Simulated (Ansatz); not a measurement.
## Ionic part of the dielectric constant of GaAs, mode by mode

The calculation used DFT LDA, scalar-relativistic, plane waves, PAW in Ansatz. Settings: 420 eV plane-wave cutoff, Γ-centred 12×12×12 mesh, fixed occupations. No spin polarisation. Phonons by linear response, acoustic sum rule imposed.

The structure is cubic, space group F-43m (No. 216). Conventional cell: a = 5.603 Å, b = 5.603 Å, c = 5.603 Å, α = 90.00°, β = 90.00°, γ = 90.00°. Ga (site symmetry -43m) is surrounded by 4 As at 2.43 Å. Around As (site symmetry -43m) lie 4 Ga at 2.43 Å.

The run warned that the force constants aren't converged on this k mesh, so the frequencies and all that is formed from them are rough.

The primitive cell has V = 43.98 Å³ and ε∞,zz = 14.001. Each polar mode adds Δε = (4.92064×10⁷/V)·S/ν² along z, with S its oscillator strength in e²/amu, ν in cm⁻¹ and V in Å³.

Task: From these modes, find each Δε and ε0,zz.
```json
{"ν (cm⁻¹)": "268.7", "S_zz (e²/amu)": "0.1177"}
```

Result:
```tsv
ν (cm⁻¹)	Δε
268.7	1.82
```

The sum is 1.824, so ε0,zz = 15.82; the run's tensor has 15.82.

Task: Where do the longitudinal modes lie for a wave vector along z?

Result: At 286 cm⁻¹. The Lyddane–Sachs–Teller product Π(ν_LO/ν_TO)² = 1.13 matches ε0/ε∞ = 1.13.

Cost: 1 run of about 2.1 core-minutes, on Intel Xeon 6975P-C (Granite Rapids) (shared hosts).

Electronic polarisation dominates the static response of GaAs: the lattice adds only 1.82 to an ε∞ of 14.001. This is typical of a weakly polar, largely covalent semiconductor, in which the small electronegativity difference keeps the dynamical charges modest while the narrow gap makes the valence electrons highly polarisable. The computed ε∞ is clearly above the accepted experimental value, most likely because LDA places the conduction states too low and so shrinks the energy denominators of the electronic response. That excess carries directly into ε0. It also overscreens the macroscopic field that lifts the longitudinal mode above the transverse one, so the splitting is probably too small.

With two atoms per cell, symmetry fixes the polar eigenvector, so errors in the force constants reach the ionic term through the frequency and not through the oscillator strength. The Lyddane–Sachs–Teller agreement follows from harmonic theory and shows internal consistency, not the accuracy of either dielectric constant.
